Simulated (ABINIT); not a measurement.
Crystal: PbSe (Clausthalite).

```xyz
2
Lattice="0.0000 3.0606 3.0606 3.0606 0.0000 3.0606 3.0606 3.0606 0.0000" Properties=species:S:1:pos:R:3 pbc="T T T"
Pb    0.0000    0.0000    0.0000
Se    3.0606    3.0606    3.0606
```

Base run:

* Program: ABINIT 10.8.3 (patched build)
* Functional: PBE0
* Potentials or basis: SG15 NC PBE v1.2
* Cutoff: 490 eV
* k mesh: 6 × 6 × 6
* Occupations: fermi-dirac, width 0.05 eV
* Spin: no spin polarisation

Its results: band gap on the k mesh 1.48 eV, direct.

Question: After a change of settings the same cell gave: band gap on the k mesh 0.58 eV, direct. Which change was it?
A. share of exact exchange from 0.5 to 0.35
B. share of exact exchange from 0.5 to 0.15
C. share of exact exchange from 0.5 to 0.25
D. share of exact exchange from 0.5 to 0.05

Answer: B.

Caveats: exact exchange is summed on a coarse mesh, which widens gaps by tenths of an eV; spin-orbit coupling is left out, which as a rule narrows the gap of such compounds by several tenths of an eV.
